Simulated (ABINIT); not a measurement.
# Mn (P6_3/mmc) in ABINIT: further runs

Runs on Mn. Level: PBE. Tasks: single point.

All numbers are computed with ABINIT 10.8.3 (patched build); they aren't measurements. Logs are shortened: lines on timing, memory, paths and dates and some standing lists are left out, and cuts for length are marked. The log counts tension as positive stress, the text compression.

### 1 The crystal as given

The structure is hexagonal, space group P6_3/mmc (No. 194). The conventional cell has a = 2.484 Å, b = 2.484 Å, c = 4.026 Å, α = 90.00°, β = 90.00°, γ = 120.00°. Mn (site symmetry -6m2) is surrounded by 12 Mn at 2.47 to 2.48 Å.

This isn't the form of Mn at room conditions, which is a 58-atom cubic cell.

### 2 Single point, PBE, collinear spin, ferrimagnetic start

Input file run.abi:

```
pp_dirpath "./"
pseudos "Mn.GGA_PBE-JTH.xml"

acell 3*1.0
rprim
     4.6934102968     0.0000000000     0.0000000000
    -2.3467051485     4.0646125475     0.0000000000
     0.0000000000     0.0000000000     7.6084058743
ntypat 1
znucl 25
natom 2
typat 1 1
xred
     0.3333333333     0.6666666667     0.2500000000
     0.6666666667     0.3333333333     0.7500000000

ecut 26.0
pawecutdg 48.0
pawxcdev 0

kptopt 1
ngkpt 12 12 7
nshiftk 1
shiftk 0.0 0.0 0.0

ixc 11

nband 21
occopt 3
tsmear 0.00183747

nsppol 2
spinat
     0.0000000000     0.0000000000     4.0000000000
     0.0000000000     0.0000000000    -2.0000000000

nstep 100
tolvrs 1.0e-9

iomode 3
prtwf 0
prteig 0
prtebands 0
enunit 2
prtden 1
prtvha 1
prtvclmb 1
prtpot 1
```

Potentials or basis: JTH PAW PBE v2.0.

Run with:

```console
$ abinit run.abi > log 2>&1
```

run.abo:

```text
.Version 10.8.3 of ABINIT
 Symmetries : space group P-6 m 2 (#187); Bravais hP (primitive hexag.)
================================================================================
 Values of the parameters that define the memory need of the present run
     intxc =       0    ionmov =       0      iscf =      17    lmnmax =      18
     lnmax =       6     mgfft =      36  mpssoang =       3    mqgrid =    3001
     natom =       2  nloc_mem =       2    nspden =       2   nspinor =       1
    nsppol =       2      nsym =      12    n1xccc =       1    ntypat =       1
    occopt =       3   xclevel =       2
       mpw =         942          nfft =       20736          nkpt =          76
 PAW method is used; the additional fine FFT grid is defined by:
   mgfftf=        48    nfftf =     43200
================================================================================
================================================================================

--------------------------------------------------------------------------------
------------- Echo of variables that govern the present computation ------------
--------------------------------------------------------------------------------
 -outvars: echo values of preprocessed input variables --------
            acell      1.0000000000E+00  1.0000000000E+00  1.0000000000E+00 Bohr
              amu      5.49380500E+01
             ecut      2.60000000E+01 Hartree
           enunit           2
                       outvar_i_n : Printing only first  50 k-points.
              ixc          11
                       outvar_i_n : Printing only first  50 k-points.
         kptrlatt       12    0    0      0   12    0      0    0    7
          kptrlen      5.32588411E+01
            natom           2
            nband          21
            ngfft          24      24      36
          ngfftdg          30      30      48
             nkpt          76
           nspden           2
           nsppol           2
            nstep         100
             nsym          12
           ntypat           1
                       prtocc : prtvol=0, do not print more k-points.
                       1.000000  1.000000  1.000000  1.000000  1.000000  1.000000
                       1.000000  1.000000  1.000000  1.000000  1.000000  1.000000
                       1.000000  1.000000  1.000000  0.000000  0.000000  0.000000
                       0.000000  0.000000  0.000000
                       1.000000  1.000000  1.000000  1.000000  1.000000  1.000000
                       1.000000  1.000000  1.000000  1.000000  1.000000  1.000000
                       1.000000  1.000000  1.000000  0.000000  0.000000  0.000000
                       0.000000  0.000000  0.000000
                       1.000000  1.000000  1.000000  1.000000  1.000000  1.000000
                       1.000000  1.000000  1.000000  1.000000  1.000000  1.000000
                       1.000000  1.000000  1.000000  0.000000  0.000000  0.000000
                       0.000000  0.000000  0.000000
                       1.000000  1.000000  1.000000  1.000000  1.000000  1.000000
                       1.000000  1.000000  1.000000  1.000000  1.000000  1.000000
                       1.000000  1.000000  1.000000  0.000000  0.000000  0.000000
                       0.000000  0.000000  0.000000
                       1.000000  1.000000  1.000000  1.000000  1.000000  1.000000
[... 168 lines left out ...]
                       1.000000  1.000000  1.000000  1.000000  1.000000  1.000000
                       1.000000  1.000000  1.000000  0.000000  0.000000  0.000000
                       0.000000  0.000000  0.000000
                       1.000000  1.000000  1.000000  1.000000  1.000000  1.000000
                       1.000000  1.000000  1.000000  1.000000  1.000000  1.000000
                       1.000000  1.000000  1.000000  0.000000  0.000000  0.000000
                       0.000000  0.000000  0.000000
                       1.000000  1.000000  1.000000  1.000000  1.000000  1.000000
                       1.000000  1.000000  1.000000  1.000000  1.000000  1.000000
                       1.000000  1.000000  1.000000  0.000000  0.000000  0.000000
                       0.000000  0.000000  0.000000
                       1.000000  1.000000  1.000000  1.000000  1.000000  1.000000
                       1.000000  1.000000  1.000000  1.000000  1.000000  1.000000
                       1.000000  1.000000  1.000000  0.000000  0.000000  0.000000
                       0.000000  0.000000  0.000000
                       prtocc : prtvol=0, do not print more k-points.
           occopt           3
        pawecutdg      4.80000000E+01 Hartree
         pawxcdev           0
        prtebands           0
           prteig           0
           prtpot           1
         prtvclmb           1
           prtvha           1
            prtwf           0
            rprim      4.6934102968E+00  0.0000000000E+00  0.0000000000E+00
                      -2.3467051485E+00  4.0646125475E+00  0.0000000000E+00
                       0.0000000000E+00  0.0000000000E+00  7.6084058743E+00
          spgroup         187
           spinat      0.0000000000E+00  0.0000000000E+00  4.0000000000E+00
                       0.0000000000E+00  0.0000000000E+00 -2.0000000000E+00
           tolvrs      1.00000000E-09
           tsmear      1.83747000E-03 Hartree
            typat      1  1
           useylm           1
                       outvars : Printing only first  50 k-points.
[... 152 lines left out ...]
 reduced coordinates (array xred) for    2 atoms
       0.333333333300      0.666666666700      0.250000000000
       0.666666666633      0.333333333367      0.750000000000
 rms dE/dt=  2.6926E-28; max dE/dt=  5.3853E-28; dE/dt below (all hartree)
    1       0.000000000000     -0.000000000000      0.000000000000
    2       0.000000000000      0.000000000000      0.000000000000

 cartesian coordinates (angstrom) at end:
    1     -0.00000000015946     1.43393355329049     1.00654874931216
    2      1.24182288425773     0.71696677668109     3.01964624793649

 cartesian forces (hartree/bohr) at end:
    1      0.00000000000000     0.00000000000000    -0.00000000000000
    2     -0.00000000000000    -0.00000000000000    -0.00000000000000
 frms,max,avg= 3.3123025E-29 4.9684537E-29   0.000E+00  0.000E+00  0.000E+00 h/b

 cartesian forces (eV/Angstrom) at end:
    1      0.00000000000000     0.00000000000000    -0.00000000000000
    2     -0.00000000000000    -0.00000000000000    -0.00000000000000
 frms,max,avg= 1.7032544E-27 2.5548816E-27   0.000E+00  0.000E+00  0.000E+00 e/A
 length scales=  1.000000000000  1.000000000000  1.000000000000 bohr
              =  0.529177210544  0.529177210544  0.529177210544 angstroms
 Fermi (or HOMO) energy (hartree) =   0.38049   Average Vxc (hartree)=  -0.48900
 Magnetization (Bohr magneton)=  3.42936445E-07
 Total spin up =  1.49999998E+01   Total spin down =  1.50000002E+01
 Eigenvalues (hartree) for nkpt=  76  k points, SPIN UP:
 kpt#   1, nband= 21, wtk=  0.00099, kpt=  0.0000  0.0000  0.0000 (reduced coord)
  -2.53296   -2.51943   -1.39341   -1.37140   -1.37140   -1.36152   -1.35993   -1.35993
   0.07809    0.21774    0.34512    0.34519    0.34519    0.36430    0.36430    0.38227
   0.38227    0.40521    0.44138    0.44138    0.71985
      occupation numbers for kpt#   1
   1.00000    1.00000    1.00000    1.00000    1.00000    1.00000    1.00000    1.00000
   1.00000    1.00000    1.00000    1.00000    1.00000    0.99985    0.99985    0.27491
   0.27491    0.00000    0.00000    0.00000    0.00000
 prteigrs : prtvol=0 or 1, do not print more k-points.

 Eigenvalues (hartree) for nkpt=  76  k points, SPIN DOWN:
 kpt#   1, nband= 21, wtk=  0.00099, kpt=  0.0000  0.0000  0.0000 (reduced coord)
  -2.53296   -2.51943   -1.39341   -1.37140   -1.37140   -1.36152   -1.35993   -1.35993
   0.07809    0.21774    0.34512    0.34519    0.34519    0.36430    0.36430    0.38227
   0.38227    0.40521    0.44138    0.44138    0.71985
      occupation numbers for kpt#   1
   1.00000    1.00000    1.00000    1.00000    1.00000    1.00000    1.00000    1.00000
   1.00000    1.00000    1.00000    1.00000    1.00000    0.99985    0.99985    0.27491
   0.27491    0.00000    0.00000    0.00000    0.00000
 prteigrs : prtvol=0 or 1, do not print more k-points.

 Fermi (or HOMO) energy (eV) =  10.35355   Average Vxc (eV)= -13.30644
 Eigenvalues (   eV  ) for nkpt=  76  k points, SPIN UP:
 kpt#   1, nband= 21, wtk=  0.00099, kpt=  0.0000  0.0000  0.0000 (reduced coord)
 -68.92527  -68.55724  -37.91668  -37.31777  -37.31777  -37.04890  -37.00545  -37.00545
   2.12483    5.92514    9.39127    9.39317    9.39317    9.91301    9.91301   10.40204
  10.40204   11.02624   12.01064   12.01064   19.58806
 prteigrs : prtvol=0 or 1, do not print more k-points.

 Eigenvalues (   eV  ) for nkpt=  76  k points, SPIN DOWN:
 kpt#   1, nband= 21, wtk=  0.00099, kpt=  0.0000  0.0000  0.0000 (reduced coord)
 -68.92527  -68.55724  -37.91668  -37.31777  -37.31777  -37.04890  -37.00545  -37.00545
   2.12483    5.92514    9.39127    9.39317    9.39317    9.91301    9.91301   10.40204
  10.40204   11.02624   12.01064   12.01064   19.58806
 prteigrs : prtvol=0 or 1, do not print more k-points.

--- !EnergyTerms
iteration_state     : {dtset: 1, }
comment             : Components of total free energy in Hartree
kinetic             :  2.57167262745524E+01
hartree             :  3.65895063802631E+01
xc                  : -7.62842260121681E+00
Ewald energy        : -1.55791270992078E+02
psp_core            :  1.23357529353784E+01
local_psp           : -1.04051366585551E+02
PAW spherical_terms : -1.68062280737151E+01
internal            : -2.09635302662367E+02
'-kT*entropy'       : -7.84489667286339E-04
total_energy        : -2.09636087152035E+02
total_energy_eV     : -5.70448853859015E+03
...

--- !EnergyTermsDC
iteration_state     : {dtset: 1, }
comment             : '"Double-counting" decomposition of free energy'
band_energy         : -2.24088178193705E+01
Ewald energy        : -1.55791270992078E+02
psp_core            :  1.23357529353784E+01
xc_dc               : -3.42755882536389E+01
PAW spherical_terms : -9.49537936469279E+00
internal            : -2.09635303494402E+02
'-kT*entropy'       : -7.84489667286339E-04
total_energy_dc     : -2.09636087984069E+02
total_energy_dc_eV  : -5.70448856123096E+03
...

--- !EnergyTermsWithPAWCore
iteration_state     : {dtset: 1, }
comment             : 'Components of total free energy, including PAW core contributions'
Total energy        : -2.31727556572654E+03
Total energy DC     : -2.31727556655857E+03
Total energy (eV)   : -6.30562804573590E+04
Total energy DC (eV): -6.30562804799998E+04
...

 Cartesian components of stress tensor (hartree/bohr^3)
  sigma(1 1)= -1.56479157E-05  sigma(3 2)=  0.00000000E+00
  sigma(2 2)= -1.56479194E-05  sigma(3 1)=  0.00000000E+00
  sigma(3 3)= -1.50392910E-05  sigma(2 1)=  2.09058589E-12

-Cartesian components of stress tensor (GPa)         [Pressure=  4.5441E-01 GPa]
- sigma(1 1)= -4.60377575E-01  sigma(3 2)=  0.00000000E+00
- sigma(2 2)= -4.60377683E-01  sigma(3 1)=  0.00000000E+00
- sigma(3 3)= -4.42471216E-01  sigma(2 1)=  6.15071603E-08

== END DATASET(S) ==============================================================
================================================================================

 -outvars: echo values of variables after computation  --------
            acell      1.0000000000E+00  1.0000000000E+00  1.0000000000E+00 Bohr
           etotal     -2.0963608798E+02
            fcart      2.8685380703E-29  4.9684536811E-29 -0.0000000000E+00
                      -2.8685380703E-29 -4.9684536811E-29 -0.0000000000E+00
            rprim      4.6934102968E+00  0.0000000000E+00  0.0000000000E+00
                      -2.3467051485E+00  4.0646125475E+00  0.0000000000E+00
                       0.0000000000E+00  0.0000000000E+00  7.6084058743E+00
           strten     -1.5647915738E-05 -1.5647919406E-05 -1.5039290965E-05
                       0.0000000000E+00  0.0000000000E+00  2.0905858853E-12
           xangst     -1.5946051141E-10  1.4339335533E+00  1.0065487493E+00
                       1.2418228843E+00  7.1696677668E-01  3.0196462479E+00
             xred      3.3333333330E-01  6.6666666670E-01  2.5000000000E-01
                       6.6666666663E-01  3.3333333337E-01  7.5000000000E-01
 Calculation completed.
```

Wall time 4.3 min (1 thread of Arm Neoverse V1, shared host); peak memory 0.2 GiB.

What came out:

```
Free energy                                           : -5704.4886 eV
Pressure                                              : 0.5 GPa
Band gap on the k mesh                                : none (metal or under the smearing width)
Net moment                                            : 0.00 μB per cell
Site moments                                          : Mn +0.30, -0.30 μB
Valence electrons inside the program's atomic spheres : Mn 13.40 (radii [1.1176] Å)
```

Caveat: the moment fell far below its start of 4 μB, so a state of higher moment may lie lower in energy.

### 3 Single point, PBE, collinear spin, random start

Changes to run.abi since step 2:

```diff
@@ -33,4 +33,4 @@
 spinat
-     0.0000000000     0.0000000000     4.0000000000
-     0.0000000000     0.0000000000    -2.0000000000
+     0.0000000000     0.0000000000     0.7200000000
+     0.0000000000     0.0000000000    -0.4800000000
```

Potentials or basis: JTH PAW PBE v2.0.

Run with:

```console
$ abinit run.abi > log 2>&1
```

Run time: 5 min. Hardware: 1 thread of Arm Neoverse V1, shared host; peak memory 0.2 GiB.

Results (log left out):

| Quantity | Value |
| --- | --- |
| Free energy | -5704.4886 eV |
| Pressure | 0.5 GPa |
| Band gap on the k mesh | none (metal or under the smearing width) |
| Net moment | 0.00 μB per cell |
| Site moments | Mn +0.30, -0.30 μB |
| Valence electrons inside the program's atomic spheres | Mn 13.40 (radii [1.1176] Å) |

Levels at points of the mesh, in eV from the Fermi level:
Spin up:
| k point | band 12 | band 13 | band 14 | band 15 | band 16 | band 17 | band 18 | band 19 |
| --- | --- | --- | --- | --- | --- | --- | --- | --- |
| (0.00, 0.00, 0.00) | -0.96 | -0.96 | -0.44 | -0.44 | 0.05 | 0.05 | 0.67 | 1.66 |
| (0.50, 0.00, 0.00) | -1.36 | -1.14 | -0.92 | -0.41 | 1.78 | 1.99 | 2.11 | 3.59 |
Spin down:
```csv
k point,band 12,band 13,band 14,band 15,band 16,band 17,band 18,band 19
"(0.00, 0.00, 0.00)",-0.96,-0.96,-0.44,-0.44,0.05,0.05,0.67,1.66
"(0.50, 0.00, 0.00)",-1.36,-1.14,-0.92,-0.41,1.78,1.99,2.11,3.59
```
